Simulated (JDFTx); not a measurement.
K under changes of volume

One of the cells (78.519 Å³/atom); the others are scaled copies at fixed shape and fractional positions:

```
K
1.0
    -2.69756    2.69756    2.69756
     2.69756   -2.69756    2.69756
     2.69756    2.69756   -2.69756
K
1
Direct
  0.00000 0.00000 0.00000
```

```yaml
Program: JDFTx 1.7.0 (patched build)
Functional: PBEsol
Potentials_or_basis: PseudoDojo-SR-PBEsol-0.4.1-standard with smoothed tails
Cutoff: 1007 eV
Density_cutoff: 4027 eV
k_mesh: 7 × 7 × 7
Occupations: fermi-dirac, width 0.05 eV
Spin: no spin polarisation
```

```csv
volume (Å³/atom),energy over the lowest point (meV/atom),pressure (GPa)
73.807,0.00,-0.1
75.378,1.76,-0.2
76.948,?,?
78.519,6.99,-0.3
80.089,10.36,-0.4
81.659,14.18,-0.4
83.230,18.38,-0.4
```

What does the run at 76.948 Å³/atom give?

Energy over the lowest point 4.11 meV/atom; pressure -0.3 GPa.

Worked out: A Birch-Murnaghan fit of order 3 (a polynomial in V^(-2/3)) to the other rows has no minimum within the range. It gives 4.11 meV/atom at 76.948 Å³/atom, against the run's 4.11, and -dE/dV = -0.3 GPa, against -0.3.

Energies are extrapolated to zero smearing.
